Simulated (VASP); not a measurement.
Crystal: SiO2.

```xyz
9
Lattice="5.0605 0.0000 0.0000 -2.5303 4.3825 0.0000 0.0000 0.0000 5.5414" Properties=species:S:1:pos:R:3 pbc="T T T"
Si    2.5303    0.0000    0.0000
Si    1.2651    2.1913    3.6942
Si   -1.2651    2.1913    1.8471
O    -0.9468    3.4683    0.9236
O     0.0000    1.8284    2.7707
O     1.5835    0.9142    4.6178
O     3.4770    0.9142    0.9236
O     2.5303    2.5541    2.7707
O     0.9468    3.4683    4.6178
```

The cell comes from a database or a generator and needn't be the stable form of this composition.

```yaml
Program: VASP 6.6.1
Task: single point
Functional: PBE
Potentials_or_basis: VASP PAW PBE potentials, release 64 (Si, O)
Cutoff: 520 eV
k_mesh: 6 × 6 × 5
Occupations: fermi-dirac, width 0.05 eV
Spin: no spin polarisation
```

On this cell: pressure 5.1 GPa; largest force 0.235 eV/Å; band gap on the k mesh 5.71 eV, indirect (least direct gap 5.91 eV).

The same run follows on a disturbed copy (atoms moved at random, drawn with an rms of 0.05 Å):

```
Si O
1.0
     5.06052    0.00000    0.00000
    -2.53026    4.38254    0.00000
     0.00000    0.00000    5.54135
Si O
3 6
Direct
  0.50288 0.99675 0.99721
  0.50824 0.50280 0.66394
  0.00324 0.50177 0.33642
  0.20755 0.77955 0.17453
  0.20682 0.41507 0.50556
  0.41730 0.21100 0.82770
  0.80260 0.21799 0.15824
  0.77796 0.59101 0.49798
  0.58761 0.79657 0.82894
```

**Question.** What changes?

**Answer.** The energy moves by +47.1 meV/atom; pressure 6.0 GPa; largest force 5.559 eV/Å; band gap on the k mesh 5.64 eV, indirect (least direct gap 5.84 eV).

Forces in eV/Å, atoms in the order of the input:
```
Si  -1.135  0.767  0.771
Si  -3.143 -0.588  1.792
Si  -1.277 -1.422  1.503
O    1.141  3.182 -2.215
O   -0.624 -0.206  0.007
O    0.630 -1.399  1.253
O   -0.454 -0.698  0.057
O    4.541  0.544 -3.159
O    0.320 -0.180 -0.009
```

Stress tensor (GPa, compression positive):
```
 4.81  1.64 -2.83
 1.64  6.81 -2.32
-2.83 -2.32  6.38
```

Caveats: an odd mesh through Γ misses points on the zone boundary, where band edges often lie.
